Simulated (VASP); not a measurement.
A run of VASP 6.6.1 is set up as follows.

The input INCAR:

```
SYSTEM = Gd
PREC     = Accurate       ! precision mode
ENCUT    = 520            ! plane-wave cutoff, eV
EDIFF    = 1E-7           ! SCF threshold, eV
ISMEAR   = -1             ! smearing method
SIGMA    = 0.05           ! smearing width, eV
LREAL    = .False.        ! projectors in reciprocal space
LASPH    = .True.         ! aspherical terms in the spheres
NELM     = 150            ! most SCF steps
ALGO     = Normal         ! electronic algorithm
ISIF     = 2              ! what is computed and relaxed
LWAVE    = .False.        ! write WAVECAR
LCHARG   = .False.        ! write CHGCAR
ISPIN    = 2              ! spin polarisation
MAGMOM   = 7              ! initial moments
LORBIT   = 11             ! projections on sites
LMAXMIX  = 6              ! l up to which the mixer works
GGA      = PE             ! functional
NBANDS   = 19             ! bands
```

KPOINTS

```
regular mesh
0
Gamma
  9 9 9
  0 0 0
```

File POSCAR:

```
Gd
1.0
   -2.0439740000      1.9279020000      1.9662330000
    2.0303520000     -2.0603860000      2.0850940000
    2.0644940000      2.0809060000     -2.0987160000
Gd
1
Direct
    0.0101080000      0.0085530000      0.0113870000
```

Potentials or basis: VASP PAW PBE potentials, release 64 (Gd).

The run is started by

```sh
$ cat potpaw_PBE.64/Gd/POTCAR > POTCAR
$ mpirun -np 1 vasp_std > vasp.out
```

Task: Estimate the site moments.

Result: Gd +7.00 μB.

Task: Estimate the band gap on the k mesh.

Result: None (metal or under the smearing width).

Task: What does it give for the pressure?

Result: 0.0 GPa.

Stress tensor (GPa, compression positive):
```
 0.05 -0.26  0.16
-0.26 -0.10  1.66
 0.16  1.66 -0.08
```

Caveat: spin-orbit coupling is left out, which moves the levels of the heavy elements. The state reached can hang on the start; a lower one may exist.
